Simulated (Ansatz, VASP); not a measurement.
## One calculation of KI, two programs

The input INCAR:

```
ALGO = Normal ; EDIFF = 1E-6
ENCUT = 520 ; GGA = PE
ISIF = 2 ; ISMEAR = 0
LASPH = T ; LCHARG = T
LELF = T ; LREAL = F
LVHAR = T ; LWAVE = F
NBANDS = 15 ; NELM = 60
PREC = Accurate ; SIGMA = 0.05
```

The input KPOINTS:

```
k-points
0
Gamma
  6 6 6
```

Contents of POSCAR:

```
KI
1.0
    0.0000000000      3.5245500000      3.5245500000
    3.5245500000      0.0000000000      3.5245500000
    3.5245500000      3.5245500000      0.0000000000
K I
1 1
Direct
   -0.0451402380      0.0451402380      0.0000000000
    0.5000000000      0.5000000000      0.5000000000
```

Input for Ansatz:

```yaml
crystal:
  lattice:
    - [0.0, 3.52455, 3.52455]
    - [3.52455, 0.0, 3.52455]
    - [3.52455, 3.52455, 0.0]
  atoms:
    - { symbol: K, position: [-0.045140238, 0.045140238, 0.0] }
    - { symbol: I, position: [0.5, 0.5, 0.5] }
basis:
  ecutwfc: 420
kpoints:
  mp_grid: { grid: [6, 6, 6] }
hamiltonian:
  xc: pbe
scf:
  occupations: { method: gaussian, width: 0.05 }
output:
  forces: true
  stress: true
  eigenvalues: true
```

Change from the starting cell: all K atoms moved +0.225 Å, as atom 1 along Cartesian [1 -1 0].

Alike in both runs: task single point; functional PBE; k mesh 6 × 6 × 6; occupations gaussian, width 0.05 eV; no spin polarisation.

|  | VASP | Ansatz |
| --- | --- | --- |
| version | VASP 6.6.1 | Ansatz 0.2.0 |
| potentials or method | VASP PAW PBE potentials, release 64 (K_sv, I) | scalar-relativistic, plane waves, PAW |
| plane-wave cutoff (eV) | 520 | 420 |
| valence electrons in the cell | 16 | 26 |

|  | VASP | Ansatz | Ansatz less VASP |
| --- | --- | --- | --- |
| gap on the k mesh at the Fermi level (eV) | 3.99 | 3.99 | +0.004 |
| least direct gap on the mesh (eV) | 3.99 | 3.99 | +0.004 |
| pressure (GPa) | 0.9 | 0.9 | -0.04 |
| largest component of the traceless stress (GPa) | 0.26 | 0.26 | -0.003 |
| rms of the force components (eV/Å) | 0.151 | 0.150 | -0.0015 |

Atom by atom the forces differ by 0.002 eV/Å (rms over components). The functional is the same, so the differences come from potentials, cutoffs and numerics. The two sets of potentials don't hold the same shells in valence.

Caveats: spin-orbit coupling is left out, which moves the levels of the heavy elements.
